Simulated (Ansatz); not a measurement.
**Two structures of SnO2 under several functionals**

Plane-wave DFT in Ansatz with scalar-relativistic PAW potentials (420 eV, r2SCAN 500 eV). Each structure was relaxed within its symmetry at each level.
A. P4_2/mnm, 6 atoms in the computed cell, a = 4.723 Å, c = 3.190 Å; sites (symmetry × multiplicity) Sn m.mm × 2, O m.2m × 4
B. I4_1/amd, 6 atoms in the computed cell, a = 3.972 Å, c = 10.180 Å; sites (symmetry × multiplicity) Sn -4m2 × 4, O 2mm. × 8
(cells at LDA)

**Question.** Does the choice of functional change which is lower?

**Answer.**
```csv
level,E(B) − E(A) (meV/atom),V(A) (Å³/atom),V(B) (Å³/atom)
LDA,90,11.86,13.39
PBE,57,12.58,14.18
r2SCAN,86,12.08,13.60
PBEsol,74,12.17,13.74
```

No: at every level A is lower; the difference varies by 34 meV/atom between levels. Functionals that bind more strongly (LDA, PBEsol, a dispersion term) tend to favour the denser structure.